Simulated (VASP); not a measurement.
Write the native input for VASP 6.6.1 that does the following.

| Quantity | Value |
| --- | --- |
| Task | relaxation of cell and atoms |
| Functional | LDA |
| Potentials or basis | VASP PAW LDA potentials, release 64 (Co, Si) |
| Cutoff | 600 eV |
| k mesh | 14 × 14 × 14 |
| Occupations | methfessel-paxton, width 0.1 eV |
| Spin | no spin polarisation |
| Further INCAR settings | ALGO = Fast; EDIFF = 1e-06; IBRION = 2; EDIFFG = -0.005; NSW = 60; ISIF = 3 |

The structure of CoSi2 lies in POSCAR:

```
CoSi2
1.0
    0.0000000000      2.6600000000      2.6600000000
    2.6600000000      0.0000000000      2.6600000000
    2.6600000000      2.6600000000      0.0000000000
Co Si
1 2
Direct
    0.0000000000      0.0000000000      0.0000000000
    0.2500000000      0.2500000000      0.2500000000
    0.7500000000      0.7500000000      0.7500000000
```

The cell was built by a generator and needn't be a form met in nature.

One way to write it, as run:

INCAR

```
SYSTEM = CoSi2
ALGO = Fast ; EDIFF = 1E-6
EDIFFG = -0.005 ; ENCUT = 600
IBRION = 2 ; ISIF = 3
ISMEAR = 1 ; LASPH = .TRUE.
LCHARG = .FALSE. ; LREAL = .FALSE.
LWAVE = .FALSE. ; NELM = 120
NSW = 60 ; PREC = Accurate
SIGMA = 0.1
```

KPOINTS

```
k-points
0
G
  14 14 14
  0 0 0
```

Potentials or basis: VASP PAW LDA potentials, release 64 (Co, Si).

The run is started by

```console
$ cat potpaw_LDA.64/Co/POTCAR potpaw_LDA.64/Si/POTCAR > POTCAR
$ mpirun -np 1 vasp_std > vasp.out
```

It gave:

```
Relaxed volume                         : 12.24 Å³/atom
Relaxed cell                           : a = 3.731 Å, b = 3.731 Å, c = 3.731 Å, α = 60.00°, β = 60.00°, γ = 60.00°
Space group after relaxing (to 0.05 Å) : Fm-3m (No. 225)
Energy gained by relaxing              : 4.8 meV/atom
Ionic steps                            : 3
Pressure after relaxing                : -0.1 GPa
Band gap on the k mesh                 : none (metal or under the smearing width)
```

It took 97 s on 1 thread of Intel(R) Xeon(R) Platinum 8488C (Sapphire Rapids), with other jobs on the host, peak memory 0.2 GiB.
